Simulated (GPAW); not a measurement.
# C (P6_3/mmc) in GPAW: notebook, part 3 of 3

GPAW 26.7.0. The steps go on from the part before.

**5. Wannier functions, vdW-DF2**

The COD entry that gives the cell may itself be a prediction, so a difference from it is no test against experiment.

run.py

```python
import json
import numpy as np
from ase.dft.bandgap import bandgap
from ase.dft.wannier import Wannier
from ase.io import read, write
from gpaw import GPAW, PW

atoms = read('C.cif')

calc = GPAW(mode=PW(800),
            xc={'name': 'vdW-DF2', 'backend': 'libvdwxc'},
            kpts={'size': (12, 12, 4), 'gamma': True},
            occupations={'name': 'fermi-dirac', 'width': 0.05},
            nbands=32,
            convergence={'density': 1e-05, 'energy': 1e-05},
            maxiter=150,
            txt='gpaw.txt')
atoms.calc = calc
energy = atoms.get_potential_energy()
forces = atoms.get_forces()
calc.write('gs.gpw')
write('result.traj', atoms)
print(f'Energy: {energy:.6f} eV')
print('Forces (eV/A):')
print(forces.round(4))
print('Fermi level:', round(calc.get_fermi_level(), 4), 'eV')
print(f'Gap: {bandgap(calc)[0]:.4f} eV, direct: {bandgap(calc, direct=True)[0]:.4f} eV')

nocc = int(round(calc.get_number_of_electrons() / 2))
full = calc.fixed_density(kpts={'size': (4, 4, 4), 'gamma': True}, symmetry='off', nbands=nocc + 6,
                          convergence={'bands': nocc}, txt='full.txt')
wan, values = None, []
for seed in range(6):  # several starts, since the search can end in a local maximum
    trial = Wannier(nwannier=nocc, calc=full, nbands=nocc, functional='var',
                    initialwannier='random' if seed == 0 else 'random', rng=np.random.RandomState(seed))
    trial.localize(tolerance=1e-6)
    values.append(trial.get_functional_value())
    print(f'start {seed}: functional {values[-1]:.5f}', flush=True)
    if values[-1] == max(values):
        wan = trial
wan.localize(step=0.1, tolerance=1e-8)
wan.translate_all_to_cell((0, 0, 0))
centres, spreads = wan.get_centers(), wan.get_spreads()
for x, s in zip(centres, spreads):
    d = np.linalg.norm(atoms.repeat(3).positions - atoms.cell.sum(0) - x, axis=1)
    print(x.round(4), f'spread {s:.4f} A^2, nearest {atoms[d.argmin() % len(atoms)].symbol} at {d.min():.3f} A')
onsite = wan.get_hopping((0, 0, 0)).diagonal().real
print('On-site energies:', onsite.round(4))
json.dump({'centres': centres.tolist(), 'spreads': spreads.tolist(), 'onsite': onsite.tolist(), 'values': values},
          open('wannier.json', 'w'))
```

C.cif

```cif
data_C
_cell_length_a 2.52210000
_cell_length_b 2.52210000
_cell_length_c 8.23710000
_cell_angle_alpha 90.00000000
_cell_angle_beta 90.00000000
_cell_angle_gamma 120.00000000
_space_group_name_H-M_alt 'P6_3/mmc'
_space_group_name_Hall '-P 6c 2c'
_space_group_IT_number 194
loop_
_space_group_symop_operation_xyz
'x,y,z'
'-x,-y,-z'
'x-y,x,z+1/2'
'-x+y,-x,-z+1/2'
'-y,x-y,z'
'y,-x+y,-z'
'-x,-y,z+1/2'
'x,y,-z+1/2'
'-x+y,-x,z'
'x-y,x,-z'
'y,-x+y,z+1/2'
'-y,x-y,-z+1/2'
'-y,-x,-z+1/2'
'y,x,z+1/2'
'-x,-x+y,-z'
'x,x-y,z'
'-x+y,y,-z+1/2'
'x-y,-y,z+1/2'
'y,x,-z'
'-y,-x,z'
'x,x-y,-z+1/2'
'-x,-x+y,z+1/2'
'x-y,-y,-z'
'-x+y,y,z'
loop_
_atom_site_label
_atom_site_type_symbol
_atom_site_symmetry_multiplicity
_atom_site_Wyckoff_symbol
_atom_site_fract_x
_atom_site_fract_y
_atom_site_fract_z
_atom_site_occupancy
C1 C 4 f 0.6666666667 0.3333333333 0.8437500000 1
C2 C 4 e 0.0000000000 0.0000000000 0.9062500000 1
```

Potentials or basis: GPAW PAW data sets (gpaw-data 1.2.1), pw.

On the command line:

```bash
OMP_NUM_THREADS=1 python run.py
```

gpaw.txt:

```text
__  _  _
 | _ |_)|_||  |
 |__||  | ||/\| - 26.7.0

Input parameters:
  mode=PW(ecut=800.0),
  convergence={'density': 1e-05, 'energy': 1e-05},
  kpts=MonkhorstPack(size=(12, 12, 4), gamma=True),
  maxiter=150,
  nbands=32,
  occupations=Occupations(name='fermi-dirac', width=0.05),
  xc=XC(name='vdW-DF2', backend='libvdwxc')

Diagonalizing LCAO Hamiltonian
Converting LCAO to pw mode

       C
           C
           C
       C

       CC

        C
       C

Atoms  # Å, Bohr magnetons
|   | symbol |         x |        y |        z |    initial magnetic moments |
|---|--------|-----------|----------|----------|-----------------------------|
| 0 |      C |  1.261050 | 0.728068 | 6.950053 | ( 0.0000,  0.0000,  0.0000) |
| 1 |      C | -0.000000 | 1.456135 | 1.287047 | ( 0.0000,  0.0000,  0.0000) |
| 2 |      C |  0.000000 | 1.456135 | 2.831503 | ( 0.0000,  0.0000,  0.0000) |
| 3 |      C |  1.261050 | 0.728068 | 5.405597 | ( 0.0000,  0.0000,  0.0000) |
| 4 |      C |  0.000000 | 0.000000 | 7.464872 | ( 0.0000,  0.0000,  0.0000) |
| 5 |      C |  0.000000 | 0.000000 | 0.772228 | ( 0.0000,  0.0000,  0.0000) |
| 6 |      C |  0.000000 | 0.000000 | 3.346322 | ( 0.0000,  0.0000,  0.0000) |
| 7 |      C |  0.000000 | 0.000000 | 4.890778 | ( 0.0000,  0.0000,  0.0000) |

Unit cell  # Å
| periodic |         x |        y |        z |  lengths |     angles |
|----------|-----------|----------|----------|----------|------------|
|      yes |  2.522100 | 0.000000 | 0.000000 | 2.522100 |  90.000000 |
|      yes | -1.261050 | 2.184203 | 0.000000 | 2.522100 |  90.000000 |
|      yes |  0.000000 | 0.000000 | 8.237100 | 8.237100 | 120.000000 |

Number of symmetries: 12
Symmetry operations  # r_c * U_cc + t_c -> r_c
|    | kind |            matrix            |
|----|------|------------------------------|
|  0 |  σ   |  1, 1, 0,  0,-1, 0,  0, 0, 1 |
|  1 |  S6  |  1, 1, 0, -1, 0, 0,  0, 0,-1 |
|  2 |  E   |  1, 0, 0,  0, 1, 0,  0, 0, 1 |
|  3 |  C2  |  1, 0, 0, -1,-1, 0,  0, 0,-1 |
|  4 |  C2  |  0, 1, 0,  1, 0, 0,  0, 0,-1 |
|  5 |  C3  |  0, 1, 0, -1,-1, 0,  0, 0, 1 |
|  6 |  S6  |  0,-1, 0,  1, 1, 0,  0, 0,-1 |
|  7 |  σ   |  0,-1, 0, -1, 0, 0,  0, 0, 1 |
|  8 |  σ   | -1, 0, 0,  1, 1, 0,  0, 0, 1 |
|  9 |  i   | -1, 0, 0,  0,-1, 0,  0, 0,-1 |
| 10 |  C3  | -1,-1, 0,  1, 0, 0,  0, 0, 1 |
| 11 |  C2  | -1,-1, 0,  0, 1, 0,  0, 0,-1 |

BZ-sampling:
  Number of BZ points: 576
  Number of IBZ points: 69

  Monkhorst-Pack size: [12, 12, 4]
  Monkhorst-Pack shift: [0.041666666666666664, 0.041666666666666664, 0.125]

K-points  # in reciprocal-cell coordinates
|     |                                coordinates |     weight |
|-----|--------------------------------------------|------------|
|   0 | ( -0.00000000,  -0.00000000,   0.00000000) | 0.00173611 |
|   1 | ( -0.00000000,  -0.00000000,   0.25000000) | 0.00347222 |
|   2 | ( -0.00000000,  -0.00000000,   0.50000000) | 0.00173611 |
|   3 | (  0.08333333,  -0.00000000,  -0.25000000) | 0.01041667 |
|   4 | (  0.08333333,  -0.00000000,   0.00000000) | 0.01041667 |
|   5 | (  0.08333333,  -0.00000000,   0.25000000) | 0.01041667 |
|   6 | (  0.08333333,  -0.00000000,   0.50000000) | 0.01041667 |
|   7 | (  0.16666667,  -0.08333333,   0.00000000) | 0.01041667 |
|   8 | (  0.16666667,  -0.08333333,   0.25000000) | 0.02083333 |
|   9 | (  0.16666667,  -0.08333333,   0.50000000) | 0.01041667 |
| ... |                                            |            |
|  68 | (  0.50000000,   0.50000000,   0.50000000) | 0.00520833 |

Plane wave coefficients: 2353
Cutoff: 800.0 eV

Spin-components: 1 (collinear spins)
Bands:           32
Projectors:      40
Spin-degeneracy: 2
Datatype:        complex128

Parallelization:
  kpt:    1
  domain: 1
  band:   1

Density:
  Valence electrons: 32.0
  Components: 1
  Grid points: [18 18 54]
  Charge: 0.0  # |e|

Potential:
  Grid points: [18 18 54]

species:
  C:
    name:    Carbon
    Z:       6.0
    valence: 4
    core:    2
    charge:  0.0  # [|e|]
    compensation charges:
      type: gauss
      rc: 0.20  # [Å]
      lmax: 2
    cutoffs:
      filter: 1.14  # [Å]
      core: 1.14  # [Å]
    projectors
    | kind |    occ | energy [eV] | rcut [Å] |
    |------|--------|-------------|----------|
    |   2s |  2.000 |     -13.751 |    0.635 |
    |   2p |  2.000 |      -5.284 |    0.635 |
    |    s |        |      13.461 |    0.635 |
    |    p |        |      21.927 |    0.635 |
    |    d |        |       0.000 |    0.635 |

    Using partial waves for C as LCAO basis

Reference energy: -8221.024924  # eV

eigensolver:
  PPCG
  Converge bands: occupied
  niter=2

density mixing:
  MSR1-Mixer
  Pratt-step length: 0.05
  Maximum mixing coefficient: 0.75
  Old densities: 10
  SVD Regularization: 0.005
  Good broyden scale: 1.0
  Trust region scale: 1.0
  Backstep threshold: 4.0
  History deletion threshold: 6.0
  Fourier metric: weight=20.0, sigma=0.015

occupation numbers:
  Fermi-Dirac:
    width: 0.0500  # eV

poisson solver:
  ecut: 6400.0  # eV

xc functional:
  name: vdW-DF2 with libvdwxc
  Mode: serial
  Semilocal: GGA_X_RPW86+LDA_C_PW with 2 nearest neighbor stencil
  Local blocksize: 36 x 36 x 108
  PAW datasets: PBE

convergence criteria:
- Maximum integral of absolute [dens]ity change: 1e-05 electrons / valence electron
- Maximum [total energy] change in last 3 cyles: 1e-05 eV / valence electron
- Maximum integral of absolute [eigenst]ate change: 4e-08 eV^2 / valence electron
maximum number of iterations: 150

SCF iterations
|iter     | |      energy | eigst |  dens |
|---------|-|-------------|-------|-------|
|iter:   1| | -139.430696 | +0.32 |       |
|iter:   2| | -139.124241 | -2.53 | -0.75 |
|iter:   3| | -136.986195 | -0.95 | -0.78 |
|iter:   4| | -136.963809 | -1.96 | -1.42 |
|iter:   5| | -136.970449 | -3.58 | -2.10 |
|iter:   6| | -136.970496 | -4.88 | -2.93 |
|iter:   7| | -136.970485c| -6.28 | -3.58 |
|iter:   8| | -136.970489c| -7.18 | -4.03 |
|iter:   9| | -136.970489c| -8.23c| -4.69 |
|iter:  10| | -136.970489c| -8.36c| -5.51c|

Converged in 10 steps
Energy contributions relative to reference atoms: (reference = -8221.024924)

Energy contributions:
  Kinetic:          96.737672
  Coulomb:         -89.014117
  Zero:              0.213913
  External:          0.000000
  Xc:             -144.907958
  Entropy:          -0.000000
  Spinorbit:         0.000000
  ----------------------------
  Free energy:    -136.970489
  Extrapolated:   -136.970489

dipole moment: (-9.965618, -17.260957, 0.000015)  # |e|*Ang

Fermi level: 13.552
Eigenvalues  # (at kpt = [-0.000, -0.000, 0.000])
| band index |      eig [eV] | occ [0-2] |
|------------|---------------|-----------|
|          0 |        -9.198 |     2.000 |
|        ... |               |           |
|          8 |         9.022 |     2.000 |
|          9 |        10.076 |     2.000 |
|         10 |        10.076 |     2.000 |
|         11 |        10.284 |     2.000 |
|         12 |        10.284 |     2.000 |
|         13 |        11.752 |     2.000 |
[... 8 lines left out ...]
|         22 |        20.082 |     0.000 |
|         23 |        20.082 |     0.000 |
|        ... |               |           |
|         31 |        29.207 |     0.000 |

Gap: 4.979 eV
Transition (v -> c):
  (s=0, k=0, n=15, [-0.00, -0.00, 0.00]) -> (s=0, k=45, n=16, [0.42, -0.00, 0.00])
Direct/indirect transitions are different
Direct gap: 5.442 eV
Transition at: (s=0, k=0, n=15, [-0.00, -0.00, 0.00])

Forces  # eV/Ang
|        x |        y |        z |
|----------|----------|----------|
|  0.00000 | -0.00000 |  0.30140 |  # C    0
|  0.00000 |  0.00000 | -0.30140 |  # C    1
|  0.00000 |  0.00000 |  0.30140 |  # C    2
|  0.00000 | -0.00000 | -0.30140 |  # C    3
|  0.00000 | -0.00000 |  0.35849 |  # C    4
|  0.00000 |  0.00000 | -0.35849 |  # C    5
|  0.00000 | -0.00000 |  0.35849 |  # C    6
| -0.00000 | -0.00000 | -0.35849 |  # C    7

# Writing to gs.gpw (mode='')
```

Wall time 4.5 min (1 thread of Arm Neoverse V2, shared host); peak memory 0.44 GiB.

What came out:

```
Free energy            : -136.9705 eV
Largest force          : 0.358 eV/Å
Band gap on the k mesh : 4.98 eV, indirect (least direct gap 5.44 eV)
Total Wannier spread   : 18.80 Å² over 16 functions
```

Forces on the atoms (eV/Å):
```
C    0.000  0.000  0.301
C    0.000  0.000 -0.301
C    0.000  0.000  0.301
C    0.000  0.000 -0.301
C    0.000  0.000  0.358
C    0.000  0.000 -0.358
C    0.000  0.000  0.358
C    0.000  0.000 -0.358
```

Wannier centres (Å) and spreads (Å²):
```csv
function,x,y,z,spread
1,1.262,1.448,5.090,1.107
2,0.632,1.819,3.019,1.226
3,1.886,0.369,5.087,1.141
4,2.501,0.001,8.184,1.265
5,0.000,0.720,3.032,1.093
6,0.009,0.017,4.062,1.297
7,-0.637,1.825,3.043,1.067
8,0.630,0.366,7.139,1.214
9,0.627,1.822,0.991,1.048
10,0.632,0.365,5.095,1.147
11,1.278,0.740,6.120,1.311
12,-0.028,1.472,1.998,1.328
13,-0.003,0.731,0.979,1.113
14,1.901,0.358,7.137,1.187
15,-0.621,1.814,0.947,1.240
16,1.260,1.462,7.170,1.018
```

Caveat: Wannier best start found once; the PAW data sets were made with another functional, which shifts forces and pressure a little.

**6. The runs side by side**

| task | level | potentials or basis | cell | cutoff (eV) | smearing | maxiter | convergence | supercell | supercell k mesh | displacement | other keys | gap on the mesh (eV) | largest force (eV/Å) |
| --- | --- | --- | --- | --- | --- | --- | --- | --- | --- | --- | --- | --- | --- |
| phonons | vdW-DF | GPAW PAW data sets (gpaw-data 1.2.1), pw | atoms relaxed | 880 | fermi-dirac 0.05 eV | 50 | density=1e-06 eigenstates=1e-09 | 1 × 1 × 1 | 12 × 12 × 4 | 0.01 | several, not listed | 4.74 | - |
| ts | AM05+TS | PAW data sets generated in the run's folder for this functional, pw | as given | 800 | fermi-dirac 0.01 eV | 75 | - | - | - | - | several, not listed | 4.29 | 0.33 |
| Wannier functions | vdW-DF2 | GPAW PAW data sets (gpaw-data 1.2.1), pw | as given | 800 | fermi-dirac 0.05 eV | 150 | - | - | - | - | - | 4.98 | 0.36 |

Alike in all rows: no spin polarisation; k mesh 12 × 12 × 4.

Caveats: the PAW data sets were made with another functional, which shifts forces and pressure a little (some runs); Wannier best start found once (some runs).

Total energies depend on the potentials used, so only differences within one code and one set of settings carry meaning.
